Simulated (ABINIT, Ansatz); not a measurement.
# BeTe (F-43m): G0W0 with ABINIT, start to end, part 2 of 3

How does a plane-wave GW calculation on BeTe (F-43m) run from the first input to the gap?

ABINIT 10.8.3; PBE and many-body steps on it, plane waves. Known limits of the many-body steps: not at the basis limit; exchange with frozen shells missing; no spin-orbit coupling.

So far. Step 2 (Ground state): The gap is indirect, with the least direct gap 1.63 eV higher.

## (3) Bands along the symmetry lines

Level of this step: DFT, PBE, plane waves, norm-conserving pseudopotentials (ABINIT).

The cheap functional maps the bands first; the places of the edges decide which points the dearer methods must see.

File run.abi:

```
acell 3*1.0 Angstrom
rprim 
  -0.000000000000 2.831458787600 2.831458787600
  2.831458787600 0.000000000000 2.831458787600
  2.831458787600 2.831458787600 0.000000000000
ntypat 2
znucl 4 52
natom 2
typat 1 2
xred 
  0.000000000000 0.000000000000 0.000000000000
  0.750000000000 0.750000000000 0.750000000000
pp_dirpath "pseudos"
pseudos "Be.upf, Te.upf"
ecut 38
iscf -2
irdden 1
kptopt 0
nkpt 50
kpt 
  0.00000000 0.00000000 0.00000000
  -0.06250000 -0.06250000 0.00000000
  -0.12500000 -0.12500000 0.00000000
  -0.18750000 -0.18750000 0.00000000
  -0.25000000 -0.25000000 0.00000000
  -0.31250000 -0.31250000 0.00000000
  -0.37500000 -0.37500000 0.00000000
  -0.43750000 -0.43750000 0.00000000
  -0.50000000 -0.50000000 0.00000000
  -0.48437500 -0.48437500 0.03125000
  -0.46875000 -0.46875000 0.06250000
  -0.45312500 -0.45312500 0.09375000
  -0.43750000 -0.43750000 0.12500000
  -0.42187500 -0.42187500 0.15625000
  -0.40625000 -0.40625000 0.18750000
  -0.39062500 -0.39062500 0.21875000
  -0.37500000 -0.37500000 0.25000000
  -0.37500000 0.00000000 0.37500000
  -0.32812500 0.00000000 0.32812500
  -0.28125000 0.00000000 0.28125000
  -0.23437500 0.00000000 0.23437500
  -0.18750000 0.00000000 0.18750000
  -0.14062500 0.00000000 0.14062500
  -0.09375000 0.00000000 0.09375000
  -0.04687500 0.00000000 0.04687500
  0.00000000 0.00000000 0.00000000
  0.00000000 0.00000000 0.06250000
  0.00000000 0.00000000 0.12500000
  0.00000000 0.00000000 0.18750000
  0.00000000 0.00000000 0.25000000
  0.00000000 0.00000000 0.31250000
  0.00000000 0.00000000 0.37500000
  0.00000000 0.00000000 0.43750000
  -0.00000000 -0.00000000 0.50000000
  -0.06250000 -0.03125000 0.46875000
  -0.12500000 -0.06250000 0.43750000
  -0.18750000 -0.09375000 0.40625000
  -0.25000000 -0.12500000 0.37500000
  -0.31250000 -0.15625000 0.34375000
  -0.37500000 -0.18750000 0.31250000
  -0.43750000 -0.21875000 0.28125000
  -0.50000000 -0.25000000 0.25000000
  -0.50000000 -0.28125000 0.21875000
  -0.50000000 -0.31250000 0.18750000
  -0.50000000 -0.34375000 0.15625000
  -0.50000000 -0.37500000 0.12500000
  -0.50000000 -0.40625000 0.09375000
  -0.50000000 -0.43750000 0.06250000
  -0.50000000 -0.46875000 0.03125000
  -0.50000000 -0.50000000 0.00000000
istwfk *1
nband 17
nbdbuf 2
tolwfr 1e-08
nstep 40
prtwf 0
prtvol 0
indata_prefix "in"
outdata_prefix "out"
tmpdata_prefix "tmp"
```

Started as:

```bash
$ OMP_NUM_THREADS=1 mpirun -n 8 abinit run.abi > log
```

Numbers of over 12 decimals in the logs are rounded to 6 here.

The log of the run:

```text
.Version 10.8.3 of ABINIT. v10.8.2 released Aug 2026.

 Symmetries : space group F-4 3 m (#216); Bravais cF (face-center cubic)
[... echo of the input left out ...]
== DATASET  1 ==================================================================
-   mpi_nproc: 8, omp_nthreads: 1 (-1 if OMP is not activated)

--- !DatasetInfo
iteration_state: {dtset: 1, }
dimensions: {natom: 2, nkpt: 50, mband: 17, nsppol: 1, nspinor: 1, nspden: 1, mpw: 3479, }
cutoff_energies: {ecut:  38.0, pawecutdg:  -1.0, }
electrons: {nelect:   2.00000000E+01, charge:   0.00000000E+00, occopt:   1.00000000E+00, tsmear:   1.00000000E-02, }

 Real(R)+Recip(G) space primitive vectors, cartesian coordinates (Bohr,Bohr^-1):
 R(1)=  0.0000000  5.3506816  5.3506816  G(1)= -0.0934460  0.0934460  0.0934460
 R(2)=  5.3506816  0.0000000  5.3506816  G(2)=  0.0934460 -0.0934460  0.0934460
 R(3)=  5.3506816  5.3506816  0.0000000  G(3)=  0.0934460  0.0934460 -0.0934460
 Unit cell volume ucvol=  3.0637783E+02 bohr^3
 Angles (23,13,12)=  6.00000000E+01  6.00000000E+01  6.00000000E+01 degrees

 getcut: wavevector=  0.0000  0.0000  0.0000  ngfft=  45  45  45
         ecut(hartree)=     38.000   => boxcut(ratio)=   2.09542

--- Pseudopotential description ------------------------------------------------
- Be Generated using ONCVPSP code by D. R. Hamann
-  4.00000   4.00000  171031                  znucl, zion, pspdat
12 -101130 1 -1 1358                          pspcod,pspxc,lmax,lloc,mmax
     nproj     2     2     0
  pspatm : epsatm=    3.09777737
         --- l  ekb(1:nproj) -->
             0   -6.963791   -2.566656
             1   -2.597416   -0.573818
 pspatm: atomic psp has been read  and splines computed

- Te Generated using ONCVPSP code by D. R. Hamann
- 52.00000  16.00000  171031                  znucl, zion, pspdat
12 -101130 2 -1 1294                          pspcod,pspxc,lmax,lloc,mmax
     nproj     2     2     2
  pspatm : epsatm=   36.72599971
         --- l  ekb(1:nproj) -->
             0    6.377110    0.786674
[...]
pspatm: atomic psp has been read  and splines computed

--------------------------------------------------------------------------------

================================================================================
 prteigrs : about to open file out_EIG
 Non-SCF case, kpt    1 (  0.00000  0.00000  0.00000), residuals and eigenvalues=
  2.03E-09  9.50E-10  1.96E-09  3.43E-09  1.71E-09  5.57E-09  2.51E-09  2.07E-09
  4.27E-09  6.31E-09  2.36E-09  3.64E-09  7.85E-09  2.14E-09  8.84E-09  6.41E-06
  9.90E-05
 -3.5429E+00 -1.1862E+00 -1.1862E+00 -1.1862E+00 -1.1858E+00 -1.1858E+00
 -3.0187E-01  1.4612E-01  1.4612E-01  1.4612E-01  2.8053E-01  2.8053E-01
  2.8053E-01  2.8269E-01  4.5658E-01  5.2864E-01  5.2879E-01
 Non-SCF case, kpt    2 ( -0.06250 -0.06250  0.00000), residuals and eigenvalues=
[...]
Non-SCF case, kpt    3 ( -0.12500 -0.12500  0.00000), residuals and eigenvalues=
[...]
2.13E-05
[...]
3.1499E-01  3.2003E-01  4.4780E-01  4.8757E-01  5.3820E-01
[...]
Non-SCF case, kpt   49 ( -0.50000 -0.46875  0.03125), residuals and eigenvalues=
[...]
4.9862E-01  4.9884E-01  5.6886E-01  6.1205E-01  6.4311E-01
 Non-SCF case, kpt   50 ( -0.50000 -0.50000  0.00000), residuals and eigenvalues=
[...]
-3.5428E+00 -1.1863E+00 -1.1860E+00 -1.1860E+00 -1.1859E+00 -1.1857E+00
 -2.3676E-01 -3.8132E-02  5.1510E-02  5.1510E-02  2.2063E-01  2.4586E-01
  5.0179E-01  5.0179E-01  5.7165E-01  6.1962E-01  6.4925E-01

--- !ResultsGS
iteration_state: {dtset: 1, }
comment   : Summary of ground state results
lattice_vectors:
- [ -0.0000000,   5.3506816,   5.3506816, ]
- [  5.3506816,   0.0000000,   5.3506816, ]
- [  5.3506816,   5.3506816,   0.0000000, ]
lattice_lengths: [   7.56701,    7.56701,    7.56701, ]
lattice_angles: [ 60.000,  60.000,  60.000, ] # degrees, (23, 13, 12)
lattice_volume:   3.0637783E+02
convergence: {deltae:  0.000E+00, res2:  0.000E+00, residm:  9.950E-09, diffor:  0.000E+00, }
etotal    :  -1.18839809E+02
entropy   :   0.00000000E+00
fermie    :   1.46115151E-01
cartesian_stress_tensor: null
pressure_GPa: null
xred      :
- [  0.0000E+00,   0.0000E+00,   0.0000E+00, Be]
- [  7.5000E-01,   7.5000E-01,   7.5000E-01, Te]
cartesian_forces: null
force_length_stats: {min: null, max: null, mean: null, }

 Integrated electronic density in atomic spheres:
 ------------------------------------------------
 Atom  Sphere_radius  Integrated_density
[...]
================================================================================

 ----iterations are completed or convergence reached----

 Mean square residual over all n,k,spin=   42.814E-10; max=  99.498E-10
 reduced coordinates (array xred) for    2 atoms
       0.000000000000      0.000000000000      0.000000000000
       0.750000000000      0.750000000000      0.750000000000

 cartesian coordinates (angstrom) at end:
    1      0.000000     0.000000     0.000000
    2      4.247188     4.247188     4.247188
 length scales=  1.889726125908  1.889726125908  1.889726125908 bohr
              =  1.000000000000  1.000000000000  1.000000000000 angstroms
 prteigrs : about to open file out_EIG
 Eigenvalues (hartree) for nkpt=  50  k points:
 kpt#   1, nband= 17, wtk=  1.00000, kpt=  0.0000  0.0000  0.0000 (reduced coord)
[...]
kpt#   2, nband= 17, wtk=  1.00000, kpt= -0.0625 -0.0625  0.0000 (reduced coord)
[...]
kpt#   3, nband= 17, wtk=  1.00000, kpt= -0.1250 -0.1250  0.0000 (reduced coord)
[...]
kpt#  49, nband= 17, wtk=  1.00000, kpt= -0.5000 -0.4687  0.0313 (reduced coord)
[...]
0.64311
 kpt#  50, nband= 17, wtk=  1.00000, kpt= -0.5000 -0.5000  0.0000 (reduced coord)
  -3.54284   -1.18625   -1.18599   -1.18599   -1.18587   -1.18572   -0.23676   -0.03813
   0.05151    0.05151    0.22063    0.24586    0.50179    0.50179    0.57165    0.61962
   0.64925

== END DATASET(S) ==============================================================
================================================================================

 -outvars: echo values of variables after computation  --------
            nband          17
             nkpt          50
          spgroup         216
 [... the other variables as echoed above ...]

 Calculation completed.
```

Run time: 7 s. Hardware: 8 MPI ranks of Arm Neoverse V2, shared host; peak memory 0.54 GiB.

Numbers from this step:

```
gap                        : 2.028 eV
k of the valence top       : 0, 0, 0
k of the conduction bottom : -0.5, -0.5, 0
least direct gap           : 3.657 eV
```

The gap is 2.028 eV, as in the run before at this level.

The electronic bands at the labelled points (eV, zero at the top of the highest filled band):

| point | band 7 | band 8 | band 9 | band 10 | band 11 | band 12 | band 13 | band 14 |
| --- | --- | --- | --- | --- | --- | --- | --- | --- |
| Γ | -12.19 | 0.00 | 0.00 | 0.00 | 3.66 | 3.66 | 3.66 | 3.72 |
| halfway | -11.47 | -2.86 | -1.63 | -1.63 | 2.65 | 4.42 | 6.45 | 6.45 |
| X | -10.42 | -5.01 | -2.57 | -2.57 | 2.03 | 2.71 | 9.68 | 9.68 |
| halfway | -10.41 | -4.91 | -3.06 | -2.47 | 2.36 | 3.38 | 9.09 | 9.15 |
| U | -10.44 | -4.67 | -3.78 | -2.17 | 2.75 | 5.30 | 7.89 | 8.17 |
| jump to K | -10.44 | -4.67 | -3.78 | -2.17 | 2.75 | 5.30 | 7.89 | 8.17 |
| halfway | -11.41 | -3.47 | -2.20 | -0.65 | 4.06 | 4.70 | 5.22 | 6.29 |
| Γ | -12.19 | 0.00 | 0.00 | 0.00 | 3.66 | 3.66 | 3.66 | 3.72 |
| halfway | -11.65 | -3.26 | -0.65 | -0.65 | 3.30 | 4.52 | 4.52 | 7.00 |
| L | -10.89 | -5.42 | -1.10 | -1.10 | 3.06 | 4.63 | 4.63 | 7.93 |
| halfway | -10.66 | -5.01 | -2.83 | -1.85 | 4.21 | 4.43 | 6.68 | 7.78 |
| W | -10.39 | -4.50 | -3.60 | -3.12 | 5.30 | 5.58 | 5.62 | 6.17 |
| halfway | -10.40 | -4.82 | -3.05 | -2.87 | 3.06 | 3.67 | 8.26 | 8.44 |
| X | -10.42 | -5.01 | -2.57 | -2.57 | 2.03 | 2.71 | 9.68 | 9.68 |

The electronic bands as a text plot (rows in eV, shown from -8.0 to 7.9 only):

```
    7.6 |    +  ++        ++                 ++  +    ++
    6.9 |                  +++              +         +++   +
    6.3 |     ++            +++++++        +             +++
    5.6 |    +            +   ++   ++                +    +
    4.9 |  +++           +      +++      ++  ++++++++  +++ ++
    4.3 | +++ ++                ++++++  +++++     ++++++    +
    3.6 |++     ++     ++   ++++   ++++++++++       ++       +
    3.0 |  +++++  +++++  +++                 +++++++         ++++
    2.3 |       +++++++++                                      ++
    1.6 |
    1.0 |
    0.3 |*                            **
   -0.4 | ***                   ******  *****
   -1.0 |  ***                **   **    **  ********
   -1.7 |    ***           ***   ****               ***
   -2.4 |       ***********     ***        *         * **      **
   -3.0 |     **      ***     **            *         ** *******
   -3.7 |       **       *****  *                       *****
   -4.3 |         *       ******             **         *****
   -5.0 |          *******                     **   ****     ****
   -5.7 |                                        ***
   -6.3 |
   -7.0 |
   -7.7 |
         Γ           X  U|K            Γ         L        W     X
```

## (4) Empty states on the mesh, 6×6×6 mesh, 106 bands

The sums over transitions need many empty states on a uniform mesh; this step solves for them.

File run.abi:

```
acell 3*1.0 Angstrom
rprim 
  -0.000000000000 2.831458787600 2.831458787600
  2.831458787600 0.000000000000 2.831458787600
  2.831458787600 2.831458787600 0.000000000000
ntypat 2
znucl 4 52
natom 2
typat 1 2
xred 
  0.000000000000 0.000000000000 0.000000000000
  0.750000000000 0.750000000000 0.750000000000
pp_dirpath "pseudos"
pseudos "Be.upf, Te.upf"
ecut 38
ngkpt 6 6 6
nshiftk 1
shiftk 0 0 0
kptopt 1
chksymbreak 0
irdden 1
istwfk *1
nband 106
prtvol 0
optdriver 6
gwr_task "HDIAGO"
paral_kgb 0
occopt 1
indata_prefix "in"
outdata_prefix "out"
tmpdata_prefix "tmp"
```

The log of the run:

```text
[banner, memory and clock lines left out]
.Version 10.8.3 of ABINIT. v10.8.2 released Aug 2026.

 Symmetries : space group F-4 3 m (#216); Bravais cF (face-center cubic)
[... echo of the input left out ...]
== DATASET  1 ==================================================================
-   mpi_nproc: 8, omp_nthreads: 1 (-1 if OMP is not activated)

--- !DatasetInfo
iteration_state: {dtset: 1, }
dimensions: {natom: 2, nkpt: 16, mband: 106, nsppol: 1, nspinor: 1, nspden: 1, mpw: 3479, }
cutoff_energies: {ecut:  38.0, pawecutdg:  -1.0, }
electrons: {nelect:   2.00000000E+01, charge:   0.00000000E+00, occopt:   1.00000000E+00, tsmear:   1.00000000E-02, }

.Using double precision arithmetic; gwpc =  8

- Reading GS density from: in_DEN

--- Pseudopotential description ------------------------------------------------
- Be Generated using ONCVPSP code by D. R. Hamann
-  4.00000   4.00000  171031                  znucl, zion, pspdat
12 -101130 1 -1 1358                          pspcod,pspxc,lmax,lloc,mmax
     nproj     2     2     0
  pspatm : epsatm=    3.09777737
         --- l  ekb(1:nproj) -->
             0   -6.963791   -2.566656
             1   -2.597416   -0.573818
 pspatm: atomic psp has been read  and splines computed

- Te Generated using ONCVPSP code by D. R. Hamann
- 52.00000  16.00000  171031                  znucl, zion, pspdat
12 -101130 2 -1 1294                          pspcod,pspxc,lmax,lloc,mmax
     nproj     2     2     2
  pspatm : epsatm=   36.72599971
         --- l  ekb(1:nproj) -->
             0    6.377110    0.786674
             1    5.734664    1.068640
             2   -5.988876   -1.858037
 pspatm: atomic psp has been read  and splines computed

   7.96475542E+02                                ecore*ucvol(ha*bohr**3)

 Total charge density [el/Bohr^3]
)     Maximum=    4.6349E+00  at reduced coord.    0.0000    0.0000    0.0000
)     Minimum=    2.0312E-03  at reduced coord.    0.2444    0.2444    0.2444
   Integrated=    2.0000E+01

 === KS gaps after direct diagonalization ===
 Indirect band gap semiconductor
 Fundamental gap:     2.028 (eV)
   VBM:     3.976 (eV) at k: [ 0.0000E+00,  0.0000E+00,  0.0000E+00]
   CBM:     6.004 (eV) at k: [ 5.0000E-01,  5.0000E-01,  0.0000E+00]
 Direct gap:         3.658 (eV) at k: [ 0.0000E+00,  0.0000E+00,  0.0000E+00]

== END DATASET(S) ==============================================================

 -outvars: echo values of variables after computation  --------
           etotal      0.0000000000E+00
            nband         106
             nkpt          16
          spgroup         216
 [... the other variables as echoed above ...]

 Calculation completed.
```

It took 58 s on 8 MPI ranks; peak memory 5.5 GiB.

Numbers from this step:

* gap: 2.028 eV
* k of the valence top: 0, 0, 0
* k of the conduction bottom: 0.5, 0.5, 0
* least direct gap: 3.658 eV
* k points computed: 16
* lowest point of the top converged band, above the valence top: 79.4656 eV

On this mesh the gap is 2.028 eV.

## (5) Screening, 6×6×6 mesh, 98 bands, screening to 149.7 eV

The RPA dielectric matrix is built and inverted for each q.

This step: RPA screening on PBE, plane waves, norm-conserving pseudopotentials.

run.abi, as its differences from that of step 4:

```diff
@@ -20,10 +20,11 @@
 chksymbreak 0
-irdden 1
 istwfk *1
-nband 106
-prtvol 0
-optdriver 6
-gwr_task "HDIAGO"
-paral_kgb 0
 occopt 1
+irdwfk 1
+optdriver 3
+nband 98
+ecuteps 5.5
+inclvkb 2
+awtr 1
+symchi 1
 indata_prefix "in"
```

The log of the run:

```text
.Version 10.8.3 of ABINIT. v10.8.2 released Aug 2026.

 Symmetries : space group F-4 3 m (#216); Bravais cF (face-center cubic)
[... echo of the input left out ...]
== DATASET  1 ==================================================================
-   mpi_nproc: 8, omp_nthreads: 1 (-1 if OMP is not activated)

--- !DatasetInfo
iteration_state: {dtset: 1, }
dimensions: {natom: 2, nkpt: 16, mband: 98, nsppol: 1, nspinor: 1, nspden: 1, mpw: 3479, }
cutoff_energies: {ecut:  38.0, pawecutdg:  -1.0, }
electrons: {nelect:   2.00000000E+01, charge:   0.00000000E+00, occopt:   1.00000000E+00, tsmear:   1.00000000E-02, }

 SCREENING: Calculation of the susceptibility and dielectric matrices

 Based on a program developped by R.W. Godby, V. Olevano, G. Onida, and L. Reining.
 Incorporated in ABINIT by V. Olevano, G.-M. Rignanese, and M. Torrent.
.Using double precision arithmetic ; gwpc =  8

[... cell and pseudopotentials left out ...]
--------------------------------------------------------------------------------

 ==== K-mesh for the wavefunctions ====
 Number of points in the irreducible wedge :    16
[... list of points left out ...]
 Together with 24 symmetry operations and time-reversal symmetry
 yields   216 points in the full Brillouin Zone.

 ==== Q-mesh for the screening function ====
 Number of points in the irreducible wedge :    16
[... list of points left out ...]
 Together with 24 symmetry operations and time-reversal symmetry
 yields   216 points in the full Brillouin Zone.

 setmesh: FFT mesh size selected  =    30x   30x   30
          total number of points  =        27000

 vcoul_init : cutoff-mode = AUXILIARY_FUNCTION
 q-points for optical limit:   1
     1)      0.000010    0.000020    0.000030

- screening: taking advantage of time-reversal symmetry
- Maximum band index for partially occupied states nbvw = 10
- Remaining bands to be divided among processors   nbcw = 88
- Number of bands treated by each node ~11

 Number of electrons calculated from density =   20.0000; Expected =   20.0000
 average of density, n =  0.065279
 r_s =    1.5407
 omega_plasma =   24.6457 [eV]

 calculating chi0 at frequencies [eV] :
  1    0.000000E+00    0.000000E+00
  2    0.000000E+00    2.464574E+01

--------------------------------------------------------------------------------
  q-point number  1        q = ( 0.000000, 0.000000, 0.000000) [r.l.u.]
--------------------------------------------------------------------------------
[... chi0 elements left out ...]
 For q-point:  0.000010 0.000020 0.000030
  dielectric constant =   7.2926
  dielectric constant without local fields =   8.3959

  Average fulfillment of the sum rule on Im[epsilon] for q-point    1 :     79.67  [%]
[... wings left out ...]
  q-point number  2        q = ( 0.166667, 0.000000, 0.000000) [r.l.u.]
--------------------------------------------------------------------------------
[... chi0 elements left out ...]
  Average fulfillment of the sum rule on Im[epsilon] for q-point    2 :    105.34  [%]

 [... 14 further q-points ...]
```

It took 62 s on 8 MPI ranks; peak memory 2.1 GiB.

This step gave:

```
ε∞ with local fields, on this mesh, along the program's q direction : 7.293
the same without local fields                                       : 8.396
plasma frequency                                                    : 24.65 eV
plane waves in the screening matrix                                 : 169
```

Local fields lower ε∞ by 13 %.

(Part 2 of 3 ends here.)

[Paths, hosts, dates, memory and timing lines, banners, echoed tables and standing remarks are left out of the program output.]

[Logs are printed without paths, hosts, clocks, repeated set-up lines and the standing remarks that a program may print on its own settings, such as how far it seeks lower states.]

[Runs of the session that timed out or met a known fault of the program may be left out.]

[Hosts, paths, dates, database ids (printed as entryN), source tags and the programs' standing remarks are cut or masked in the printed files.]

[G0W0 gaps are taken among the corrected bands and points alone; a level outside them can change the order at an edge.]

[Where Ansatz stands beside ABINIT at settings called matched, ABINIT's density can come from a denser mesh and the files from another edition; pairs whose starting gaps differed by over 0.03 eV were left out, so agreement reads better than it is.]
